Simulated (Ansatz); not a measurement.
The polar optical mode of AlP at 4 GPa, worked through

Theory: DFT PBE, scalar-relativistic, plane waves, PAW in Ansatz. Cutoff 420 eV, 10×10×10 k-points (Γ-centred), fixed occupations. No spin polarisation. Phonons by linear response, acoustic sum rule imposed.

The cell, relaxed at 4 GPa:
```
Al P
1.0
     0.00000    2.71379    2.71379
     2.71379    0.00000    2.71379
     2.71379    2.71379    0.00000
Al P
1 1
Direct
  0.00000 0.00000 0.00000
  0.75000 0.75000 0.75000
```

Linear response gives ν_TO = 449.7 cm⁻¹, Born charges ±2.219 e (positive on Al) and ε∞ = 8.059. The primitive cell holds 39.972 Å³, and the masses are 26.982 and 30.974 amu.

Problem. Find ν_LO and the static dielectric constant.

Solution. The long-wave field adds a restoring force: ω_LO² − ω_TO² = Z*²e²/(ε_vac ε∞ μV). In these units ν_LO² − ν_TO² = 4.92064×10⁷ Z*²/(μ V ε∞) cm⁻², with μ = m₁m₂/(m₁ + m₂) = 14.420 amu: 52156 cm⁻². So ν_LO = √(449.7² + 52156) = 504.4 cm⁻¹, and the run gives 504.4. Lyddane–Sachs–Teller then gives ε0 = ε∞ (ν_LO/ν_TO)² = 10.14, against 10.14 in the run (it forms both from the same three quantities, so the match checks the arithmetic only). Between ν_TO and ν_LO the dielectric function is negative and an undamped crystal reflects fully: a reststrahlen band from 19.8 to 22.2 μm.

Problem. What do the Clausius–Mossotti polarisability and the Szigeti charge come to?

Solution. With the Lorentz local field, α = (3V/4π)(ε∞ − 1)/(ε∞ + 2) = 6.70 Å³ for the pair, and e_S = 3Z*/(ε∞ + 2) = 0.66 e. The Born charge includes the electrons' response to the dipole's own local field, and e_S takes that enhancement out. The Lorentz field assumes point-like polarisable ions, a poor picture once ε∞ is this large, since the electron clouds then overlap or are shared, so both numbers are formal here.

Problem. How strongly does a slow electron couple to the LO mode?

Solution. For one isotropic parabolic band, Fröhlich's constant is α_F = (1/ε∞ − 1/ε0) √(m* Ry/ħω_LO), with Ry = 13.606 eV, ħω_LO = 62.5 meV and m* in free-electron masses: α_F = 0.0254 × 14.75 × √m* = 0.38 √m*. The band mass isn't part of this run; for m* = 0.1, 0.3 and 1 it gives 0.12, 0.21, 0.38. In weak coupling the polaron lies α_F ħω_LO below the band edge (13 meV at m* = 0.3) with a mass m*(1 + α_F/6); past α_F of about 5 or 6 that expansion fails. A semilocal functional's ε∞ tends to be too large, which taken alone lowers α_F.

Cost: 1 run of about 0.78 core-minutes, on Intel Xeon Processor @ 2.70GHz (shared hosts).

AlP appears here as a polar but largely covalent semiconductor. Most of the static dielectric response is already electronic: ε∞ is 8.059 and the lattice raises it only to 10.14. The Born charge of 2.219 e is nonetheless substantial, because it measures the polarisation current as the sublattices move, including charge transferred through the sp³ bonds, and not a static charge residing on each ion. The resulting long-range field clearly separates the LO and TO modes, but electronic screening weakens it, and the stiff, directional bonds already supply most of the restoring force. Those bonds and the light atoms also keep both frequencies high.

The same balance accounts for the modest Fröhlich coupling: little ionic screening remains to follow a slow carrier, so a large, weakly bound polaron is more plausible than self-trapping by this mode alone. Carrier mobility doesn't follow from this coupling, since AlP's indirect gap places electrons in anisotropic valleys where intervalley and deformation-potential scattering also matter.
